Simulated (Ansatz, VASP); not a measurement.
**One calculation of Pd, two programs**

INCAR

```
SYSTEM = Pd
PREC     = Accurate       ! precision mode
ENCUT    = 600            ! plane-wave cutoff, eV
EDIFF    = 1E-7           ! SCF threshold, eV
ISMEAR   = -1             ! smearing method
SIGMA    = 0.05           ! smearing width, eV
LREAL    = .FALSE.        ! projectors in reciprocal space
LASPH    = .TRUE.         ! aspherical terms in the spheres
NELM     = 100            ! most SCF steps
ALGO     = Fast           ! electronic algorithm
ISIF     = 3              ! what is computed and relaxed
LWAVE    = .FALSE.        ! write WAVECAR
LCHARG   = .FALSE.        ! write CHGCAR
GGA      = RE             ! functional
IBRION   = 2              ! ionic algorithm
NSW      = 60             ! ionic steps
EDIFFG   = -0.01          ! ionic threshold
```

The input KPOINTS:

```
Automatic mesh
0
G
  11 11 6
  0 0 0
```

Contents of POSCAR:

```
Pd
1.0
    2.7836650458      0.0000000000      0.0000000000
   -1.3918325229      2.4107246453      0.0000000000
    0.0000000000      0.0000000000      4.6288930000
Pd
2
Direct
    0.3333333333      0.6666666667      0.2500000000
    0.6666666667      0.3333333333      0.7500000000
```

The input input.yaml:

```yaml
crystal:
  lattice:
    - [2.7836650458, 0.0, 0.0]
    - [-1.3918325229, 2.4107246453, 0.0]
    - [0.0, 0.0, 4.628893]
  atoms:
    - { symbol: Pd, position: [0.3333333333, 0.6666666667, 0.25] }
    - { symbol: Pd, position: [0.6666666667, 0.3333333333, 0.75] }
hamiltonian:
  xc: revpbe
  pseudopotentials: { kind: paw }
kpoints:
  mp_grid: { grid: [11, 11, 6] }
scf:
  occupations: { method: fermi_dirac, width: 0.05 }
output:
  forces: true
  stress: true
  eigenvalues: true
relax:
  f_tol: 0.01
  max_steps: 40
  cell: { stress_tol: 0.05 }
```

This isn't the form of Pd at room conditions, which is fcc.

Alike in both runs: task relaxation of cell and atoms; functional revPBE; k mesh 11 × 11 × 6; occupations fermi-dirac, width 0.05 eV; no spin polarisation.

|  | VASP | Ansatz |
| --- | --- | --- |
| version | VASP 6.6.1 | Ansatz 0.2.0 |
| potentials or method | VASP PAW PBE potentials, release 64 (Pd) | Ansatz PAW |
| plane-wave cutoff (eV) | 600 | 420 |
| valence electrons in the cell | 20 | 36 |

VASP gave:

```
gap on the k mesh at the Fermi level, each at its own relaxed structure (eV) : none
relaxed volume (Å³/atom)                                                     : 15.69
relaxed cell length with the largest relative difference (Å)                 : 4.646
energy change over the relaxation (meV/atom)                                 : -1
```

Which values does Ansatz return?

gap on the k mesh at the Fermi level, each at its own relaxed structure (eV): none; relaxed volume (Å³/atom): 15.72; relaxed cell length with the largest relative difference (Å): 4.653; energy change over the relaxation (meV/atom): -1.

A gap of «none» marks a metal or a gap that the smearing closes. The two sets of potentials don't hold the same shells in valence.

Caveats: the PAW data sets were made with another functional, which shifts forces and pressure a little (VASP); the plane-wave basis is chosen anew once the cell has moved, so the energies of steps on either side of that aren't comparable (Ansatz); the PAW data sets come from PBE, with cores solved anew for the run's functional, which leaves a small shift of forces and pressure (Ansatz).
